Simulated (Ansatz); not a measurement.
Geometry optimisation in Ansatz: input, command and trajectory.

```yaml
crystal:
  lattice:
    - [5.67, 0.0, 0.0]
    - [-2.835, 4.9103640395, 0.0]
    - [0.0, 0.0, 4.53]
  atoms:
    - { symbol: Mn, position: [0.833, 0.666, 0.25], spin: 1.76 }
    - { symbol: Mn, position: [0.167, 0.833, 0.75], spin: 1.76 }
    - { symbol: Mn, position: [0.334, 0.167, 0.25], spin: 1.76 }
    - { symbol: Mn, position: [0.167, 0.334, 0.75], spin: 1.76 }
    - { symbol: Mn, position: [0.833, 0.167, 0.25], spin: 1.76 }
    - { symbol: Mn, position: [0.666, 0.833, 0.75], spin: 1.76 }
    - { symbol: Sn, position: [0.3333333333, 0.6666666667, 0.25] }
    - { symbol: Sn, position: [0.6666666667, 0.3333333333, 0.75] }
basis:
  ecutwfc: 420
kpoints:
  mp_grid: { grid: [6, 6, 8] }
hamiltonian:
  xc: pbesol
scf:
  occupations: { method: gaussian, width: 0.1 }
output:
  forces: true
  stress: true
  eigenvalues: true
  populations: true
magnetization:
  spin_polarized: true
relax:
  adjacent_minimum: "off"
  f_tol: 0.01
  max_steps: 40
```

```bash
ansatz run input.yaml --threads 2 --pin off --max-ram 5120MiB --backend cpu --events-out ev --progress --plain --runs-dir out
```

The calculation used DFT PBEsol, scalar-relativistic, plane waves, PAW (Ansatz 0.2.0).

Of 4 frames 4 are shown, positions in Å and forces in eV/Å; the SCF threshold varies from step to step.

```xyz
8
Lattice="5.6700 0.0000 0.0000 -2.8350 4.9104 0.0000 0.0000 0.0000 4.5300" Properties=species:S:1:pos:R:3:forces:R:3 pbc="T T T" step=1 free_energy_over_end_meV_per_atom=8.71
Mn    2.8350    3.2703    1.1325    0.0000    0.4107    0.0000
Mn   -1.4147    4.0903    3.3975   -0.3557    0.2053    0.0000
Mn    1.4203    0.8200    1.1325   -0.3557   -0.2053    0.0000
Mn    0.0000    1.6401    3.3975    0.0000   -0.4107    0.0000
Mn    4.2497    0.8200    1.1325    0.3557   -0.2053    0.0000
Mn    1.4147    4.0903    3.3975    0.3557    0.2053    0.0000
Sn    0.0000    3.2736    1.1325    0.0000    0.0000    0.0000
Sn    2.8350    1.6368    3.3975    0.0000    0.0000    0.0000
8
Lattice="5.6700 0.0000 0.0000 -2.8350 4.9104 0.0000 0.0000 0.0000 4.5300" Properties=species:S:1:pos:R:3:forces:R:3 pbc="T T T" step=2 free_energy_over_end_meV_per_atom=0.26
Mn    2.8350    3.3176    1.1325    0.0000    0.0689    0.0000
Mn   -1.4556    4.1140    3.3975   -0.0597    0.0345    0.0000
Mn    1.3794    0.7964    1.1325   -0.0597   -0.0345    0.0000
Mn    0.0000    1.5928    3.3975    0.0000   -0.0689    0.0000
Mn    4.2906    0.7964    1.1325    0.0597   -0.0345    0.0000
Mn    1.4556    4.1140    3.3975    0.0597    0.0345    0.0000
Sn    0.0000    3.2736    1.1325    0.0000    0.0000    0.0000
Sn    2.8350    1.6368    3.3975    0.0000    0.0000    0.0000
8
Lattice="5.6700 0.0000 0.0000 -2.8350 4.9104 0.0000 0.0000 0.0000 4.5300" Properties=species:S:1:pos:R:3:forces:R:3 pbc="T T T" step=3 free_energy_over_end_meV_per_atom=0.01
Mn    2.8350    3.3256    1.1325    0.0000    0.0141    0.0000
Mn   -1.4625    4.1180    3.3975   -0.0122    0.0071    0.0000
Mn    1.3725    0.7924    1.1325   -0.0122   -0.0071    0.0000
Mn    0.0000    1.5848    3.3975    0.0000   -0.0141    0.0000
Mn    4.2975    0.7924    1.1325    0.0122   -0.0071    0.0000
Mn    1.4625    4.1180    3.3975    0.0122    0.0071    0.0000
Sn    0.0000    3.2736    1.1325    0.0000    0.0000    0.0000
Sn    2.8350    1.6368    3.3975    0.0000    0.0000    0.0000
8
Lattice="5.6700 0.0000 0.0000 -2.8350 4.9104 0.0000 0.0000 0.0000 4.5300" Properties=species:S:1:pos:R:3:forces:R:3 pbc="T T T" step=4 free_energy_over_end_meV_per_atom=0.00
Mn    2.8350    3.3276    1.1325    0.0000    0.0004    0.0000
Mn   -1.4643    4.1190    3.3975   -0.0003    0.0002    0.0000
Mn    1.3707    0.7914    1.1325   -0.0003   -0.0002    0.0000
Mn    0.0000    1.5828    3.3975    0.0000   -0.0004    0.0000
Mn    4.2993    0.7914    1.1325    0.0003   -0.0002    0.0000
Mn    1.4643    4.1190    3.3975    0.0003    0.0002    0.0000
Sn    0.0000    3.2736    1.1325    0.0000    0.0000    0.0000
Sn    2.8350    1.6368    3.3975    0.0000    0.0000    0.0000
```

Time: 51 s on 2 threads of Intel(R) Xeon(R) 6975P-C (Granite Rapids), with other jobs on the host, peak memory 0.9 GiB.

The state reached may not be the lowest one. The program reads another magnetic order as possibly lower. Only parallel moments were tried here.